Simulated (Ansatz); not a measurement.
## Pd in Au(111), 2x2: scattering by a point defect

Wanted: the reflection from a plane of defects, Pd in Au(111), 2x2, and the resistivity it implies.

Method: Ansatz plane-wave DFT, PBE, PAW files; ballistic transport by layer matching (Landauer), zero bias; PAW set soft_1, in the first sound run; inputs show where later runs differ, in Ansatz 0.2.0.

### Step 1. The starting structure

The cell holds 44 atoms: 43 Au and 1 Pd. Cell: a = 5.768 Å, b = 5.768 Å, c = 25.954 Å, α = 86.8°, β = 93.2°, γ = 120.0°. It derives from Au. Regions: lead, 24 atoms (24 Au); scattering region, 20 atoms (19 Au and 1 Pd). The structure is stacked along c, and the current runs across the ab planes.

### Step 2. Transmission at ideal sites

The defect sits in one plane of the supercell, all atoms on ideal sites; the layers about the cell's end are the lead. The mesh across the current, 12×12, is finer than the density's, because channels open and close sharply across the zone. Energies from -0.1 to 0.1 eV in steps of 0.05 eV are too few for the program's thermal sum, so it prints no conductance; for a metal the transmission near the Fermi level serves, at a fraction of the cost.

File input.yaml:

```yaml
crystal:
  lattice:
    - [5.7675164607, 0.0, 0.0]
    - [-2.8837582304, 4.9948157718, 0.0]
    - [-1.4418791152, 0.8324692953, 25.9003660885]
  atoms:
    - { symbol: Au, position: [0.0075757576, 0.9924242424, 0.0454545455] }
    - { symbol: Au, position: [0.0075757576, 0.4924242424, 0.0454545455] }
    - { symbol: Au, position: [0.5075757576, 0.9924242424, 0.0454545455] }
    - { symbol: Au, position: [0.5075757576, 0.4924242424, 0.0454545455] }
    - { symbol: Au, position: [0.1893939394, 0.3106060606, 0.1363636364] }
    - { symbol: Au, position: [0.1893939394, 0.8106060606, 0.1363636364] }
    - { symbol: Au, position: [0.6893939394, 0.3106060606, 0.1363636364] }
    - { symbol: Au, position: [0.6893939394, 0.8106060606, 0.1363636364] }
    - { symbol: Au, position: [0.3712121212, 0.1287878788, 0.2272727273] }
    - { symbol: Au, position: [0.3712121212, 0.6287878788, 0.2272727273] }
    - { symbol: Au, position: [0.8712121212, 0.1287878788, 0.2272727273] }
    - { symbol: Au, position: [0.8712121212, 0.6287878788, 0.2272727273] }
    - { symbol: Au, position: [0.053030303, 0.946969697, 0.3181818182] }
    - { symbol: Au, position: [0.053030303, 0.446969697, 0.3181818182] }
    - { symbol: Au, position: [0.553030303, 0.946969697, 0.3181818182] }
    - { symbol: Au, position: [0.553030303, 0.446969697, 0.3181818182] }
    - { symbol: Au, position: [0.2348484848, 0.2651515152, 0.4090909091] }
    - { symbol: Au, position: [0.2348484848, 0.7651515152, 0.4090909091] }
    - { symbol: Au, position: [0.7348484848, 0.2651515152, 0.4090909091] }
    - { symbol: Au, position: [0.7348484848, 0.7651515152, 0.4090909091] }
    - { symbol: Pd, position: [0.4166666667, 0.0833333333, 0.5] }
    - { symbol: Au, position: [0.4166666667, 0.5833333333, 0.5] }
    - { symbol: Au, position: [0.9166666667, 0.0833333333, 0.5] }
    - { symbol: Au, position: [0.9166666667, 0.5833333333, 0.5] }
    - { symbol: Au, position: [0.0984848485, 0.9015151515, 0.5909090909] }
    - { symbol: Au, position: [0.0984848485, 0.4015151515, 0.5909090909] }
    - { symbol: Au, position: [0.5984848485, 0.9015151515, 0.5909090909] }
    - { symbol: Au, position: [0.5984848485, 0.4015151515, 0.5909090909] }
    - { symbol: Au, position: [0.2803030303, 0.2196969697, 0.6818181818] }
    - { symbol: Au, position: [0.2803030303, 0.7196969697, 0.6818181818] }
    - { symbol: Au, position: [0.7803030303, 0.2196969697, 0.6818181818] }
    - { symbol: Au, position: [0.7803030303, 0.7196969697, 0.6818181818] }
    - { symbol: Au, position: [0.4621212121, 0.0378787879, 0.7727272727] }
    - { symbol: Au, position: [0.4621212121, 0.5378787879, 0.7727272727] }
    - { symbol: Au, position: [0.9621212121, 0.0378787879, 0.7727272727] }
    - { symbol: Au, position: [0.9621212121, 0.5378787879, 0.7727272727] }
    - { symbol: Au, position: [0.1439393939, 0.8560606061, 0.8636363636] }
    - { symbol: Au, position: [0.1439393939, 0.3560606061, 0.8636363636] }
    - { symbol: Au, position: [0.6439393939, 0.8560606061, 0.8636363636] }
    - { symbol: Au, position: [0.6439393939, 0.3560606061, 0.8636363636] }
    - { symbol: Au, position: [0.3257575758, 0.1742424242, 0.9545454545] }
    - { symbol: Au, position: [0.3257575758, 0.6742424242, 0.9545454545] }
    - { symbol: Au, position: [0.8257575758, 0.1742424242, 0.9545454545] }
    - { symbol: Au, position: [0.8257575758, 0.6742424242, 0.9545454545] }
kpoints:
  mp_grid: { grid: [5, 5, 1] }
hamiltonian:
  xc: pbe
  pseudopotentials: { kind: paw, azcp: { folder: soft_1 } }
scf:
  occupations: { method: fermi_dirac, width: 0.1 }
output:
  transmission: { leads: [[0, 4]], kmesh: [12, 12], e_range: [-0.1, 0.1], de: 0.05 }
  write_potential: true
  write_density: true
  volumetric_format: npy
  elf: true
```

Run with:

```bash
$ ansatz run input.yaml --threads 4 --pin off --max-ram 15360MiB --backend cpu --events-out ev --progress --plain --runs-dir out
```

Numbers of over 12 decimals in the logs are rounded to 6 here.

The log of the run:

```text
Engine: ansatz 0.2.0, aarch64-unknown-linux-gnu
Pseudopotentials: kind: paw
Pseudopotential: Au, paw, valence charge 19, recommended cutoff 420 eV (normal), soft_1/Au.paw.azcp
Pseudopotential: Pd, paw, valence charge 18, recommended cutoff 420 eV (normal), soft_1/Pd.paw.azcp
Functional definition: PBE
  parameter kappa = 0.804
  parameter beta = 0.066725
  exchange = pbe_x(kappa = kappa, mu = beta*pi^2/3)
  correlation = pbe_c(beta = beta)
Crystal: 44 atoms, lattice volume = 746.130 Å³
Basis set: ecut = 420 eV, 14649 PW (Γ)
Bands: 501, of which v1, the nominal top of the filled ones, is band 418 counted from 1 (417 counted from 0)
Symmetry: 4 space group operations
Space group: C2/m (ITA 12), of the structure as read, at distance tolerance 9.1e-5 Å
k-points: 9 of 25
Non-local potential: Au, projectors of the file, l = 0: 3, l = 1: 2, l = 2: 2, l = 3: 1
Non-local potential: Pd, projectors of the file, l = 0: 2, l = 1: 2, l = 2: 2, l = 3: 1
PAW form: soft (Blöchl's): semilocal exchange-correlation on the pseudo side does not see the compensation charge
PAW one-centre angular grid: Au, 590 points (default); XC on 64 Gauss nodes
PAW one-centre angular grid: Pd, 590 points (default); XC on 64 Gauss nodes
Initial density: superposition of atomic densities (chi_scale 0.1, normalization cell, long waves 55 % of neutral atoms (reshape's long-wave potential 1.55 eV rms, cloud 2.75 Å wide))
Initial wavefunctions: pseudopotential atomic-orbital guess
Functional: x = pbe(κ = 0.804, μ = 0.219515), c = pbe(β = 0.066725)
SCF iter   1: F=—  HF=-572490.984872 eV  |F-HF|=—  |Δ(HF+E_count)|=         —  Δρ=7.46e-2  dr2=3.06e2  ethr=3.10e-3  ⟨swp⟩=4.0  Hψ=13440  notcnv=0  defer=91
preconditioner: auto → Kerker (q_TF=auto, 2.780 Å⁻¹)  [metal: Δε(μ)=0.037 eV  Ē_g=10.095 eV  σ=0.100 eV  W_gap=0.09  n_scr=292 (ndim 8)  ℏωp=29.9 eV  f_vac=0.000  D(μ)=12.16/eV (n_scr^D=70)]
SCF iter   2: F=—  HF=-572478.525733 eV  |F-HF|=—  |Δ(HF+E_count)|=    1.25e1  Δρ=3.37e-2  dr2=1.37e2  ethr=3.10e-3  ⟨swp⟩=2.0  Hψ=6659  notcnv=0  defer=510
SCF iter   3: F=—  HF=-572474.531297 eV  |F-HF|=—  |Δ(HF+E_count)|=    3.99e0  Δρ=9.23e-3  dr2=2.92e1  ethr=3.10e-3  ⟨swp⟩=2.4  Hψ=7255  notcnv=0  defer=513
SCF iter   4: F=—  HF=-572474.154396 eV  |F-HF|=—  |Δ(HF+E_count)|=   3.77e-1  Δρ=5.11e-3  dr2=3.33e0  ethr=3.10e-3  ⟨swp⟩=1.1  Hψ=4920  notcnv=0  defer=517
SCF iter   5: F=—  HF=-572474.058837 eV  |F-HF|=—  |Δ(HF+E_count)|=   9.56e-2  Δρ=1.63e-3  dr2=3.59e-1  ethr=3.99e-4  ⟨swp⟩=1.1  Hψ=4247  notcnv=0  defer=526
SCF iter   6: F=—  HF=-572474.055393 eV  |F-HF|=—  |Δ(HF+E_count)|=   3.44e-3  Δρ=6.25e-4  dr2=3.09e-3  ethr=4.29e-5  ⟨swp⟩=1.0  Hψ=3971  notcnv=0  defer=526
SCF iter   7: F=—  HF=-572474.055940 eV  |F-HF|=—  |Δ(HF+E_count)|=   5.46e-4  Δρ=1.75e-4  dr2=5.04e-4  ethr=3.70e-7  ⟨swp⟩=2.0  Hψ=8152  notcnv=0  defer=527
SCF iter   8: F=—  HF=-572474.055939 eV  |F-HF|=—  |Δ(HF+E_count)|=   5.78e-7  Δρ=3.93e-5  dr2=3.25e-5  ethr=6.04e-8  ⟨swp⟩=2.0  Hψ=7323  notcnv=0  defer=527
SCF iter   9: F=—  HF=-572474.056853 eV  |F-HF|=—  |Δ(HF+E_count)|=   9.14e-4  Δρ=1.26e-5  dr2=3.77e-6  ethr=3.89e-9  ⟨swp⟩=1.7  Hψ=4222  notcnv=0  defer=527
SCF iter  10: F=—  HF=-572474.056853 eV  |F-HF|=—  |Δ(HF+E_count)|=   2.61e-7  Δρ=3.12e-6  dr2=3.70e-7  ethr=4.52e-10  ⟨swp⟩=2.1  Hψ=5244  notcnv=0  defer=527
SCF iter  11: F=-572474.056853 eV  HF=-572474.056853 eV  |F-HF|=3.71e-8  |Δ(HF+E_count)|=   1.97e-8  Δρ=1.02e-6  dr2=4.34e-8  ethr=1.20e-11  ⟨swp⟩=9.8  Hψ=18079  notcnv=0
SCF 1 converged in 11 iterations: F = -572474.056853 eV  dr2 = 4.34e-8
  greatest PAW one-centre occupation: 1.000 electrons in one spin orbital (limit 2), on the Au atom at site 22 (counted from 0), in its partial waves of l = 0
transmission: 163 of 1591 steps passed
transmission: 319 of 1591 steps passed
[...]
transmission: 1591 of 1591 steps passed
SCF converged after 11 iterations
Free energy (F): -572474.056853 eV
Harris-Foulkes:  -572474.056853 eV  (|F-HF|=3.71e-8)
Internal energy: -572473.497319 eV  (E = F + TS)
E sigma→0 (E₀):  -572473.777086 eV
Entropy (-TS):   -0.559533 eV (-12.717 meV/atom)
Fermi energy:    20.598610 eV
--- Per-component energies (eV) ---
  E_band       = -9052.938281
  E_kinetic    = 25318.529909
  E_local      = -74819.350820  (includes V_loc(G=0)·N_el)
  E_nonlocal   = 4586.427079
  E_hartree    = 32376.910059
  E_xc         = -9406.932469
  E_vxc        = -11433.346152  (∫ρ·V_xc dr)
  E_paw        = -422269.890759  (= ΣΔE_a)
  E_vpaw       = -17459.090060  (= ΣTr[D̂ρ^β])
  E_aug_tail   = 0.073571  (compensation charges beyond the density's cutoff)
  E_ewald      = -128259.263889
  E_smearing   = -0.559533  (= −TS)
  E_closure    = -0.000000  (closes the sum)
  Σ components = -572474.056853   (vs F -572474.056853, Δ=0.00e0)
--- Band table (eV; the first three rows and the last of 9) ---
  k-point 0: bands = [... 414 lower, 20.6213, 21.0733, 21.0755, 21.3882, 21.4015, 21.4091, 21.4238, 21.5933, ... 79 higher]
  k-point 1: bands = [... 414 lower, 20.4128, 20.4908, 20.5546, 20.5795, 20.6677, 20.7623, 20.7726, 20.8238, ... 79 higher]
  k-point 2: bands = [... 414 lower, 20.3925, 20.4021, 20.4775, 20.5562, 20.6612, 20.7753, 21.0241, 21.0371, ... 79 higher]
  k-point 8: bands = [... 414 lower, 20.3757, 20.4008, 20.4761, 20.5297, 20.5730, 20.8005, 20.8031, 20.8575, ... 79 higher]
--- Transmission ---
  basis      : 253 plane waves across, 37 finite elements along
  points     : 43, standing for a mesh of 12 x 12
  energies   : 5 from -0.100000 to 0.100000 eV about the Fermi level, 0.050000 eV apart; the leads are filled to 0.000000 eV, and channels, transmission and decay are at 0.000000 eV
  crystal 0  : Au4, at the sites [0, 4], period 2.3546 Å, over 23.55 Å; its Hamiltonian steps by up to 5.0 meV
    offset         : up to 0.0000 Å between an atom of the period and one for which it stands
    channels       : 3.187500e0 a spin
    conductance    : none, the energies end too early or step too widely for 300 K: set another output.transmission.e_range or a lower de, or, where they end at an eighth of basis.ecutwfc, a higher one
  junction   : crystal 0 to crystal 0, 0.70 to 24.24 Å
    transmission   : 3.014940e0 a spin
    conductance    : none, the energies end too early or step too widely for 300 K: set another output.transmission.e_range or a lower de, or, where they end at an eighth of basis.ecutwfc, a higher one
```

Run time: 15 min. Hardware: 4 threads of Arm Neoverse N1, shared host; peak memory 6.4 GiB; 55 min of CPU time.

Reading the cycles: dr2 is the Hartree energy of the density residual (eV), the measure of convergence; HF is the Harris–Foulkes estimate of the energy, which meets the free energy F at convergence.

This run has no spin polarisation although its electron count is odd.

This step gave:

| Property | Result |
| --- | --- |
| free energy | -572474.0569 eV |
| energy at zero smearing | -572473.7771 eV |
| Fermi energy | 20.60 eV |
| cell area | 28.81 Å² |
| transmission per spin nearest the Fermi level | 3.015 |
| open channels per spin nearest the Fermi level | 3.188 |
| step of the lead's potential | 5 meV |

Per spin. Table of transmission, zone mean by energy, zero at the Fermi level:

| energy (eV) | transmission, zone mean |
| --- | --- |
| -0.1000 | 2.99 |
| -0.0500 | 3.01 |
| 0.0000 | 3.01 |
| 0.0500 | 3.01 |
| 0.1000 | 2.97 |

Per spin. The open channels, zone mean, lead by energy, zero at the Fermi level:

| energy (eV) | open channels, zone mean, lead |
| --- | --- |
| -0.1000 | 3.19 |
| -0.0500 | 3.19 |
| 0.0000 | 3.19 |
| 0.0500 | 3.19 |
| 0.1000 | 3.15 |

Transmission over k1 and k2. At 0.0000 eV from the Fermi level.

Ten even steps from '0' (2.74) to '9' (3.75):
```
121221211111
215222512111
222822822211
222290922221
112202202211
125892229852
111220220221
212222909222
211222822822
211121522251
111111212212
112221112221
```
Columns: k1 (b1) from -0.5 to 0.417; rows upwards: k2 (b2) from -0.5 to 0.417.

Open channels over k1 and k2. At 0.0000 eV from the Fermi level.

Ten even steps from '_' (3.00) to '@' (4.00):
```
__@@________@@__________
____@@______@@__________
______@@____@@__________
________@@__@@__________
________________________
@@@@@@@@@@______@@@@@@@@
________________________
____________@@__@@______
____________@@____@@____
____________@@______@@__
____________@@________@@
@@__________@@__________
```
Columns: k1 (b1) from -0.5 to 0.417; rows upwards: k2 (b2) from -0.5 to 0.417.

ELF in the ca plane at fractional y = 0.083, with atoms of Pd and Au within 0.2 Å of it. It is the smooth field of the valence electrons, not physical close to the nuclei.

Values, 8 rows by 16 columns, each cell a mean:
```
0.20 0.39 0.52 0.24 0.22 0.15 0.17 0.20 0.41 0.65 0.28 0.19 0.14 0.18 0.21 0.35
0.20 0.42 0.54 0.24 0.25 0.18 0.21 0.22 0.32 0.44 0.23 0.27 0.21 0.32 0.35 0.23
0.20 0.25 0.29 0.25 0.44 0.27 0.30 0.30 0.19 0.21 0.20 0.35 0.24 0.37 0.39 0.22
0.21 0.21 0.27 0.24 0.41 0.24 0.25 0.25 0.25 0.36 0.21 0.24 0.18 0.22 0.23 0.34
0.20 0.39 0.52 0.24 0.22 0.15 0.17 0.20 0.33 0.31 0.24 0.20 0.14 0.18 0.21 0.35
0.20 0.42 0.54 0.24 0.25 0.17 0.21 0.22 0.28 0.37 0.21 0.27 0.21 0.32 0.35 0.23
0.20 0.25 0.29 0.25 0.44 0.27 0.30 0.30 0.19 0.21 0.20 0.35 0.24 0.37 0.39 0.22
0.21 0.21 0.26 0.24 0.41 0.25 0.26 0.24 0.30 0.43 0.23 0.24 0.18 0.22 0.23 0.34
```
Columns run along c (16.0 Å, from fractional 0.15 to 0.76 of the cell), rows up along a (5.8 Å). Atoms in or near the plane, at fractional coordinates: Pd at (0.50, 0.42), Au at (0.50, 0.92).

Valence density in the ca plane at fractional y = 0.083, with atoms of Pd and Au within 0.2 Å of it. It is the smooth field of the valence electrons, not physical close to the nuclei.

Ten steps, logarithmic in the rise over the least value, from '0' (0 e/Å³) to '9' (15 e/Å³), each cell a mean:
```
11125776311221100011112689963101100000111147
11147997521110000001012689863111100001221135
11147997411111000111112477742112211123543112
11135775311333211223211234321123321135664211
11012442113565311244310111110134431135664211
21001111113676421344310112210123321124542124
21001222113565311233211256531112210012221136
11013564212333100111112589852111100000111147
11136887411111000011002699962101100001111136
11147997521111000011112589852111110012332124
11136887411222100122111356531123321124653111
11124654212454211233310122210134431135764211
21011221113666321344310011110134431135653112
21001111113666311233211234421123321113332125
21012343112454210122111467752111110001111147
```
Columns run along c (16.0 Å, from fractional 0.15 to 0.76 of the cell), rows up along a (5.8 Å). Atoms in or near the plane, at fractional coordinates: Pd at (0.50, 0.42), Au at (0.50, 0.92).

Electrostatic potential energy in the ca plane at fractional y = 0.083, with atoms of Pd and Au within 0.2 Å of it. With pseudopotentials it is smooth inside the atoms' cores, unlike the true potential.

Ten even steps from '0' (-27 eV) to '9' (23 eV), each cell a mean:
```
99985113799989999999998300027999999999999961
99961001599999999999998300028999999999889974
99961001599999999999998521259998899987568998
99984114799777899987899876789987689974236999
99998668997434799866799999999975579974236999
89999999997323699866799998899987789986568986
89999889997435799888899853479998899998889972
99997445899778999999999510038999999999999961
99973001699999999999998300028999999999999972
99961000599999999999998400048999999998778986
99972002699988999988999753589988789985347999
99986346898656899877899998999986679973136999
99999889997323699865799999999976689974347998
89999999997323799876899976689988899998779984
99998768998656899988999620158999999999999961
```
Columns run along c (16.0 Å, from fractional 0.15 to 0.76 of the cell; values clipped at the 3rd and 97th percentile), rows up along a (5.8 Å). Atoms in or near the plane, at fractional coordinates: Pd at (0.50, 0.42), Au at (0.50, 0.92).

Over the solved energies the transmission per spin lies between 2.97 and 3.01, out of 3.18 channels of the lead on average (up to 3.19).

### Step 3. Resistance at ideal sites

This step: Ansatz plane-wave DFT, PBE, PAW files; ballistic transport by layer matching (Landauer), zero bias; area resistance of the defect plane and resistivity an atomic per cent; PAW set soft_1 (Ansatz 0.2.0).

Numbers from this step:

- area resistance: 0.06871 fΩ m²
- T over the leads' mean channel count: 0.9444
- resistivity per at.% scaled from this dense plane, with the factor 3/4 for isotropic scattering: 0.8755 µΩ cm

Averaged over the energies near the Fermi level, 94.4 % of the channels pass, which makes 0.0687 fΩ m².

By hand, with T and the leads' channels N averaged over the energies near the Fermi level: RA = A (h/2e²)(1/T − 1/N) = 28.81×10⁻²⁰ m² × 12 906 Ω × (1/3.010 − 1/3.188) = 0.0687 fΩ m². Per atomic per cent: RA × A / V_atom × 0.01 × 3/4 = 0.876 µΩ cm, with the host's V_atom = 16.96 Å³.

(Continued in part 2 of 2.)

[Logs are printed without paths, hosts, clocks, repeated set-up lines and the standing remarks that a program may print on its own settings, such as how far it seeks lower states.]

[Hosts, paths, dates, database ids (printed as entryN), source tags and the programs' standing remarks are cut or masked in the printed files.]
